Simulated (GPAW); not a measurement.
**CdO2 in GPAW: the effect of strain uniaxial z**

Crystal: CdO2.

```
Cd O
1.0
     3.47623    0.00000    0.00000
    -1.73811    3.01050    0.00000
     0.00000    0.00000    3.98215
Cd O
1 2
Cartesian
  0.0000 0.0000 0.0000
  0.0000 2.0070 0.9725
  1.7381 1.0035 3.0096
```

The cell comes from a database or a generator and needn't be the stable form of this composition.

Alike in all runs:

| Quantity | Value |
| --- | --- |
| Program | GPAW 26.7.0 |
| Task | single point |
| Functional | PBEsol |
| Potentials or basis | PAW data sets generated in the run's folder for this functional |
| Cutoff | 800 eV |
| Basis | pw |
| k mesh | 8 × 8 × 6 |
| Occupations | fermi-dirac, width 0.05 eV |
| Spin | no spin polarisation |
| Maxiter | 150 |

```csv
strain uniaxial z,pressure (GPa),largest force (eV/Å)
-0.04,-9.7,0.10
-0.02,-10.5,0.23
-0.01,?,?
0,-11.2,0.35
0.01,-11.5,0.42
0.02,-11.8,0.48
0.04,-12.3,0.60
```

Q: What does the run with strain uniaxial z -0.01 give?

A: Pressure -10.8 GPa; largest force 0.29 eV/Å.

Worked out: A parabola through the other rows of the pressure, of slope -34.9 GPa per unit of strain uniaxial z there, gives -10.9 GPa, against the run's -10.8. A straight line through the other rows of the largest force, of slope 6.26 eV/Å per unit of strain uniaxial z, gives 0.29 eV/Å, against the run's 0.29.

Caveats: the density grid can change from cell to cell, which puts small steps into energies and stress.
